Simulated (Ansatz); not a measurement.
The cell of C is invented: 3-connected net of one element (P6_222, No. 180). Lengths were set from tabulated atomic sizes, so they are only a guess.

```cif
data_structure
_symmetry_space_group_name_H-M 'P6_222'
_symmetry_Int_Tables_number 180
_cell_length_a 4.2123
_cell_length_b 4.2123
_cell_length_c 3.5743
_cell_angle_alpha 90.000
_cell_angle_beta 90.000
_cell_angle_gamma 120.000
_cell_volume 54.92
loop_
_atom_site_label
_atom_site_type_symbol
_atom_site_symmetry_multiplicity
_atom_site_Wyckoff_symbol
_atom_site_fract_x
_atom_site_fract_y
_atom_site_fract_z
_atom_site_occupancy
C1 C 6 j 0.80000 0.40000 0.16667 1
```

Method: DFT PBE, scalar-relativistic, plane waves, PAW (Ansatz 0.2.0). Cutoff 420 eV, Gaussian smearing, Γ-centred meshes. Cell and atoms relax first on a coarse mesh and then on a finer one. In between, the cell is made exact in the group found at 0.06 Å. In metals the finer mesh still leaves noise of several meV/atom or more. The steps can't lower the symmetry of their start. No spin polarisation in the relaxation; trial moments died out in a coarse test.

A guess keeps its type if space group and coordination stay and the shape of the cell changes little (axis ratios within about 15 %, angles within 6°); the volume may change.

Task: Will the relaxed cell still be of the starting type?

Result: It keeps its type. The symmetry stays P6_222 (No. 180). The volume per atom shrinks by 7.3 %, from 9.2 to 8.5 Å³. The shortest distance goes from 1.46 Å (C–C) to 1.39 Å (C–C). The ratio c/a of the conventional cell changes by a factor of 1.13. Counting neighbours within 15 % of an atom's shortest distance, the start has C 3 and the end C 3.

Energies count from the standard state of C at the same level.

Task: At what energy does it end?

Result: +0.77 eV/atom. So it is a metastable form at best.

The last run used a 12×12×10 mesh (in the run's order of axes) for its 6-atom cell and Gaussian smearing of 0.10 eV. The reference form of C is held partly by dispersion forces, which this level lacks. Symmetry constrained the relaxation, so the result can be a saddle point. Another cell of C relaxed alike, in Fd-3m, lies 0.63 eV/atom lower, so this cell isn't the stable form at this level.
